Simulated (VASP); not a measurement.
Wanted: the native input for a VASP 6.6.1 run.

```yaml
Task: single point
Functional: PBEsol
Potentials_or_basis: VASP PAW PBE potentials, release 64 (Fe, S)
Cutoff: 420 eV
k_mesh: 6 × 6 × 6
Occupations: gaussian, width 0.02 eV
Spin: no spin polarisation
Further_INCAR_settings: ALGO = Fast; EDIFF = 1e-06
```

The structure of FeS2 lies in POSCAR:

```
FeS2
1.0
    5.4178000000      0.0000000000      0.0000000000
    0.0000000000      5.4178000000      0.0000000000
    0.0000000000      0.0000000000      5.4178000000
Fe S
4 8
Direct
    0.0000000000      0.0000000000      0.0000000000
    0.5000000000      0.0000000000      0.5000000000
    0.5000000000      0.5000000000      0.0000000000
    0.0000000000      0.5000000000      0.5000000000
    0.3848200000      0.3848200000      0.3848200000
    0.1151800000      0.6151800000      0.8848200000
    0.8848200000      0.1151800000      0.6151800000
    0.6151800000      0.8848200000      0.1151800000
    0.6151800000      0.6151800000      0.6151800000
    0.8848200000      0.3848200000      0.1151800000
    0.1151800000      0.8848200000      0.3848200000
    0.3848200000      0.1151800000      0.8848200000
```

The input as run:

INCAR

```
SYSTEM = FeS2
PREC = Accurate
ENCUT = 420
EDIFF = 1E-6
ISMEAR = 0
SIGMA = 0.02
LREAL = .FALSE.
LASPH = .TRUE.
NELM = 100
ALGO = Fast
ISIF = 2
LWAVE = .FALSE.
LCHARG = .TRUE.
GGA = PS
LELF = .TRUE.
LVHAR = .TRUE.
```

KPOINTS

```
regular mesh
0
G
  6 6 6
  0 0 0
```

Potentials or basis: VASP PAW PBE potentials, release 64 (Fe, S).

The run is started by

```sh
$ cat potpaw_PBE.64/Fe/POTCAR potpaw_PBE.64/S/POTCAR > POTCAR
$ mpirun -np 1 vasp_std > vasp.out
```

Results of the run:

- Pressure: -7.8 GPa
- Largest force: 0.354 eV/Å
- Band gap on the k mesh: 0.57 eV, indirect (least direct gap 0.61 eV)

Caveat: the PAW data sets were made with another functional, which shifts forces and pressure a little.

Wall time 76 s on 1 thread of Intel(R) Xeon(R) 6975P-C (Granite Rapids), with other jobs on the host, peak memory 0.26 GiB.
